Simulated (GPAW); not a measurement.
# PtSe2 (Sudovikovite) (P-3m1) in GPAW: notebook, part 2 of 2

GPAW 26.7.0. The steps go on from the part before.

### Step 4. Single point, LDA+U

Input file run.py:

```python
from ase import Atoms
from ase.dft.bandgap import bandgap
from ase.io import write
from ase.units import GPa
from gpaw import GPAW, PW

atoms = Atoms(['Pt', 'Se', 'Se'],
              cell=[[3.724, 0.0, 0.0],
                    [-1.862, 3.2250786037, 0.0],
                    [0.0, 0.0, 5.062]],
              scaled_positions=[[0.0, 0.0, 0.0],
                                [0.6666666667, 0.3333333333, 0.75],
                                [0.3333333333, 0.6666666667, 0.25]],
              pbc=True)

calc = GPAW(mode=PW(450),
            xc='LDA',
            kpts={'size': (7, 7, 4), 'gamma': True},
            occupations={'name': 'fermi-dirac', 'width': 0.01},
            setups={'Pt': ':d,3.5'},
            nbands=26,
            convergence={'density': 1e-05, 'energy': 1e-05},
            maxiter=150,
            txt='gpaw.txt')
atoms.calc = calc
energy = atoms.get_potential_energy()
forces = atoms.get_forces()
stress = atoms.get_stress()
calc.write('gs.gpw')
write('result.traj', atoms)
print(f'Energy: {energy:.6f} eV')
print('Forces (eV/A):')
print(forces.round(4))
print('Stress (GPa):', (stress / GPa).round(3))
print('Fermi level:', round(calc.get_fermi_level(), 4), 'eV')
print(f'Gap: {bandgap(calc)[0]:.4f} eV, direct: {bandgap(calc, direct=True)[0]:.4f} eV')
```

Potentials or basis: the program's PAW data sets (release 1.2.1) made for this functional, pw.

Command:

```
$ OMP_NUM_THREADS=1 python run.py
```

Run time: 17 s. Hardware: 1 thread of Arm Neoverse V1, shared host; peak memory 0.16 GiB.

The run converged. Its results:

```
Free energy            : -16.0325 eV
Pressure               : -2.0 GPa
Largest force          : 0.169 eV/Å
Band gap on the k mesh : none (metal or under the smearing width)
```

Forces in eV/Å, atoms in the order of the input:
```
Pt   0.000  0.000  0.000
Se   0.000  0.000 -0.169
Se   0.000  0.000  0.169
```

Levels at points of the mesh, in eV from the Fermi level:
| k point | band 11 | band 12 | band 13 | band 14 | band 15 | band 16 | band 17 | band 18 |
| --- | --- | --- | --- | --- | --- | --- | --- | --- |
| (0.00, 0.00, 0.00) | -3.07 | -0.83 | -0.83 | 0.59 | 1.51 | 1.51 | 3.78 | 4.28 |
| (0.00, 0.00, 0.50) | -2.82 | -1.81 | -1.28 | -1.28 | 2.37 | 2.37 | 5.04 | 6.38 |

Caveat: the cutoff is short for stress and forces, so pressures can be off by a GPa or more; U without spin polarisation on a metal has little footing. Spin-orbit coupling is left out, which matters for the levels of Pt.

### Step 5. Single point, PBE+U

Edit run.py of step 4 so:

```diff
@@ -15,7 +15,7 @@
 
-calc = GPAW(mode=PW(450),
-            xc='LDA',
+calc = GPAW(mode=PW(500),
+            xc='PBE',
             kpts={'size': (7, 7, 4), 'gamma': True},
             occupations={'name': 'fermi-dirac', 'width': 0.01},
-            setups={'Pt': ':d,3.5'},
+            setups={'Pt': ':d,4.5'},
             nbands=26,
```

Potentials or basis: GPAW PAW data sets (gpaw-data 1.2.1), pw.

Command:

```
$ OMP_NUM_THREADS=1 python run.py
```

Wall time 22 s (1 thread of Arm Neoverse V1, shared host); peak memory 0.16 GiB.

Results (log left out):

```yaml
Free_energy: -12.7260 eV
Pressure: 6.2 GPa
Largest_force: 0.612 eV/Å
Band_gap_on_the_k_mesh: none (metal or under the smearing width)
```

Forces in eV/Å, atoms in the order of the input:
```
Pt   0.000  0.000  0.000
Se   0.000  0.000 -0.612
Se   0.000  0.000  0.612
```

Stress tensor (GPa, compression positive):
```
6.42 0.00 0.00
0.00 6.42 0.00
0.00 0.00 5.68
```

Levels at points of the mesh, in eV from the Fermi level:
```csv
k point,band 10,band 11,band 12,band 13,band 14,band 15,band 16,band 17,band 18,band 19
"(0.00, 0.00, 0.00)",-5.06,-3.29,-0.81,-0.81,0.61,1.51,1.51,3.93,4.55,7.69
"(0.00, 0.00, 0.50)",-5.09,-2.75,-1.86,-1.26,-1.26,2.37,2.37,5.19,6.53,7.21
```

Caveat: the cutoff is short for stress and forces, so pressures can be off by a GPa or more; U without spin polarisation on a metal has little footing.

### Step 6. Single point, RPBE+U

Edit run.py of step 5 so:

```diff
@@ -15,10 +15,10 @@
 
-calc = GPAW(mode=PW(500),
-            xc='PBE',
+calc = GPAW(mode=PW(400),
+            xc='RPBE',
             kpts={'size': (7, 7, 4), 'gamma': True},
-            occupations={'name': 'fermi-dirac', 'width': 0.01},
-            setups={'Pt': ':d,4.5'},
+            occupations={'name': 'fermi-dirac', 'width': 0.05},
+            setups={'Pt': ':d,3.0'},
             nbands=26,
             convergence={'density': 1e-05, 'energy': 1e-05},
-            maxiter=150,
+            maxiter=80,
             txt='gpaw.txt')
```

Potentials or basis: the program's PAW data sets (release 1.2.1) made for this functional, pw.

Command:

```
$ OMP_NUM_THREADS=1 python run.py
```

gpaw.txt:

```text
__  _  _
 | _ |_)|_||  |
 |__||  | ||/\| - 26.7.0

Input parameters:
  mode=PW(ecut=400.0),
  convergence={'density': 1e-05, 'energy': 1e-05},
  kpts=MonkhorstPack(size=(7, 7, 4), gamma=True),
  maxiter=80,
  nbands=26,
  occupations=Occupations(name='fermi-dirac', width=0.05),
  setups={'Pt': ':d,3.0'},
  xc=XC(name='RPBE')

Diagonalizing LCAO Hamiltonian
Converting LCAO to pw mode

            Se

        Se

       Pt

Atoms  # Å, Bohr magnetons
|   | symbol |         x |        y |        z |    initial magnetic moments |
|---|--------|-----------|----------|----------|-----------------------------|
| 0 |     Pt |  0.000000 | 0.000000 | 0.000000 | ( 0.0000,  0.0000,  0.0000) |
| 1 |     Se |  1.862000 | 1.075026 | 3.796500 | ( 0.0000,  0.0000,  0.0000) |
| 2 |     Se | -0.000000 | 2.150052 | 1.265500 | ( 0.0000,  0.0000,  0.0000) |

Unit cell  # Å
| periodic |         x |        y |        z |  lengths |     angles |
|----------|-----------|----------|----------|----------|------------|
|      yes |  3.724000 | 0.000000 | 0.000000 | 3.724000 |  90.000000 |
|      yes | -1.862000 | 3.225079 | 0.000000 | 3.724000 |  90.000000 |
|      yes |  0.000000 | 0.000000 | 5.062000 | 5.062000 | 120.000000 |

Number of symmetries: 12
Symmetry operations  # r_c * U_cc + t_c -> r_c
|    | kind |            matrix            |
|----|------|------------------------------|
|  0 |  σ   |  1, 1, 0,  0,-1, 0,  0, 0, 1 |
|  1 |  S6  |  1, 1, 0, -1, 0, 0,  0, 0,-1 |
|  2 |  E   |  1, 0, 0,  0, 1, 0,  0, 0, 1 |
|  3 |  C2  |  1, 0, 0, -1,-1, 0,  0, 0,-1 |
[... 134 lines left out ...]
- Maximum [total energy] change in last 3 cyles: 1e-05 eV / valence electron
- Maximum integral of absolute [eigenst]ate change: 4e-08 eV^2 / valence electron
maximum number of iterations: 80

SCF iterations
|iter     | |      energy | eigst |  dens |
|---------|-|-------------|-------|-------|
|iter:   1| |  -11.758712 | -0.01 |       |
|iter:   2| |  -11.705480 | -2.31 | -1.26 |
|iter:   3| |  -11.688803 | -2.32 | -1.31 |
|iter:   4| |  -11.736277 | -2.89 | -1.67 |
|iter:   5| |  -11.745400 | -3.40 | -2.11 |
|iter:   6| |  -11.746712 | -4.53 | -2.74 |
|iter:   7| |  -11.746936 | -5.38 | -3.13 |
|iter:   8| |  -11.746952c| -6.52 | -3.79 |
|iter:   9| |  -11.746953c| -7.83c| -4.49 |
|iter:  10| |  -11.746953c| -8.02c| -5.05c|

Converged in 10 steps
Energy contributions relative to reference atoms: (reference = -632609.518078)

Energy contributions:
  Kinetic:          25.884484
  Coulomb:         -24.575737
  Zero:             -0.845475
  External:          0.000000
  Xc:              -12.206878
  Entropy:          -0.006694
  Spinorbit:         0.000000
  ----------------------------
  Free energy:     -11.750300
  Extrapolated:    -11.746953

dipole moment: (-6.343922, -10.987995, -17.246473)  # |e|*Ang

Fermi level: 8.262
Eigenvalues  # (at kpt = [0.000, 0.000, 0.000])
| band index |      eig [eV] | occ [0-2] |
|------------|---------------|-----------|
|          0 |       -44.709 |     2.000 |
|        ... |               |           |
|          5 |         0.946 |     2.000 |
|          6 |         1.703 |     2.000 |
|          7 |         1.703 |     2.000 |
|          8 |         3.539 |     2.000 |
|          9 |         3.540 |     2.000 |
|         10 |         5.202 |     2.000 |
[... 8 lines left out ...]
|         19 |        15.868 |     0.000 |
|         20 |        20.293 |     0.000 |
|        ... |               |           |
|         25 |        21.109 |     0.000 |

No gap
No difference between direct/indirect transitions

Forces  # eV/Ang
|        x |        y |        z |
|----------|----------|----------|
|  0.00000 | -0.00000 |  0.00000 |  # Pt   0
| -0.00000 |  0.00000 | -0.68252 |  # Se   1
|  0.00000 | -0.00000 |  0.68252 |  # Se   2

Stress tensor  # eV/Ang^3
|         x |         y |         z |
|-----------|-----------|-----------|
| -0.055265 |  0.000000 |  0.000000 |
|  0.000000 | -0.055265 |  0.000000 |
|  0.000000 |  0.000000 | -0.048667 |

# Writing to gs.gpw (mode='')
```

stdout:

```text
Energy: -11.746953 eV
Forces (eV/A):
[[ 0.     -0.      0.    ]
 [-0.      0.     -0.6825]
 [ 0.     -0.      0.6825]]
Stress (GPa): [-8.854 -8.854 -7.797  0.     0.     0.   ]
Fermi level: 8.2623 eV
Gap: 0.0000 eV, direct: 0.0000 eV
```

It took 16 s on 1 thread of Arm Neoverse V2, shared host; peak memory 0.15 GiB.

The run converged, but some of its settings lie outside the range that counts as converged, so its numbers aren't taken as properties of the crystal.

Results:

```yaml
Free_energy: -11.7503 eV
Pressure: 8.5 GPa
Largest_force: 0.683 eV/Å
Band_gap_on_the_k_mesh: none (metal or under the smearing width)
```

Caveat: the cutoff is short for stress and forces, so pressures can be off by a GPa or more; U without spin polarisation on a metal has little footing.

### Step 7. Summary

```tsv
level	potentials or basis	U	cell	k mesh	cutoff (eV)	gap on the mesh (eV)	pressure (GPa)	largest force (eV/Å)
LDA+U	the program's PAW data sets (release 1.2.1) made for this functional, pw	Pt d U = 6.2 eV	volume scaled by 0.96	7 × 7 × 5	450	none	2.6	0.66
PBE+U	GPAW PAW data sets (gpaw-data 1.2.1), pw	Pt d U = 6 eV	as given	7 × 7 × 4	450	none	5.6	0.60
LDA+U	the program's PAW data sets (release 1.2.1) made for this functional, pw	Pt d U = 3.5 eV	as given	7 × 7 × 4	450	none	-2.0	0.17
PBE+U	GPAW PAW data sets (gpaw-data 1.2.1), pw	Pt d U = 4.5 eV	as given	7 × 7 × 4	500	none	6.2	0.61
```

Alike in all rows: task single point; no spin polarisation; smearing fermi-dirac 0.01 eV.

Caveats: the cutoff is short for stress and forces, so pressures can be off by a GPa or more; U without spin polarisation on a metal has little footing.

Total energies depend on the potentials used, so only differences within one code and one set of settings carry meaning.
